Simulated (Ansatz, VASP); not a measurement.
## Ag in VASP and in Ansatz

```
CELL_PARAMETERS angstrom
2.93395 0.00000 0.00000
-1.46697 2.54087 0.00000
0.00000 0.00000 4.80006
ATOMIC_POSITIONS crystal
Ag 0.33333 0.66667 0.25000
Ag 0.66667 0.33333 0.75000
```

Alike in both runs: functional PBE; k mesh 18 × 18 × 10; occupations gaussian, width 0.1 eV; no spin polarisation.

Ansatz relaxed the structure, and its values are those at the end. VASP's run is a single point on that final structure, the one shown.

```csv
,VASP,Ansatz
version,VASP 6.6.1,Ansatz 0.2.0
potentials or method,"VASP PAW PBE potentials, release 64 (Ag)","scalar-relativistic, plane waves, PAW"
plane-wave cutoff (eV),520,420
valence electrons in the cell,22,38
```

```csv
,VASP,Ansatz,Ansatz less VASP
gap on the k mesh at the Fermi level (eV),none,none,-
pressure (GPa),0.0,0.0,+0.03
```

A gap of «none» marks a metal or a gap that the smearing closes. With one functional, cell and mesh, what is left measures potentials, basis and numerics. The two sets of potentials don't hold the same shells in valence.
